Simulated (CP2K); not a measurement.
Crystal: MgS (Niningerite).

```xyz
2
Lattice="3.6793 0.0000 0.0000 1.8396 3.1864 0.0000 1.8396 1.0621 3.0041" Properties=species:S:1:pos:R:3 pbc="T T T"
S     3.6793    2.1242    1.5021
Mg    0.0000    0.0000    0.0000
```

Base run:

```yaml
Program: CP2K 2026.2
Functional: LDA
Potentials_or_basis: POTENTIAL_UZH S GTH-PBE-q6, Mg GTH-PBE-q10; TZVP-MOLOPT-PBE-GTH basis
Density_cutoff: 19048 eV
k_mesh: 9 × 9 × 9
Occupations: fermi-dirac, width 0.05 eV
Spin: no spin polarisation
```

Its results: band gap on the k mesh 2.52 eV, indirect (least direct gap 3.37 eV); pressure -0.7 GPa.

Question: The run is repeated on the same cell with these changes: functional from LDA to vdW-DF-cx. What comes out?

Answer: Band gap on the k mesh 2.93 eV, indirect (least direct gap 3.70 eV); pressure 1.8 GPa.

Caveats: the potentials were made for another functional, which shifts forces and pressure; the mesh misses the band edges, which the band path finds closer together; the basis of atomic orbitals isn't converged, which shifts pressures, moduli and gaps.
